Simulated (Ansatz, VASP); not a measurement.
**Two plane-wave programs on CdSe**

```
CELL_PARAMETERS angstrom
0.00000 3.18847 3.18847
3.18847 0.00000 3.18847
3.18847 3.18847 0.00000
ATOMIC_POSITIONS crystal
Cd 0.00000 0.00000 0.00000
Se 0.75000 0.75000 0.75000
```

Measurements of this composition are mostly on another form, of space group No. 186.

Alike in both runs: task single point; functional PBE; k mesh 6 × 6 × 6; no spin polarisation.

|  | VASP | Ansatz |
| --- | --- | --- |
| version | VASP 6.6.1 | Ansatz 0.2.0 |
| potentials or method | VASP PAW PBE potentials, release 64 (Cd, Se) | plane waves, PAW |
| plane-wave cutoff (eV) | 520 | 500 |
| occupations | gaussian, width 0.01 eV | fixed |
| valence electrons in the cell | 18 | 36 |

```tsv
	VASP	Ansatz	Ansatz less VASP
pressure (GPa)	-3.0	-3.2	-0.18
```

The two sets of potentials don't hold the same shells in valence.
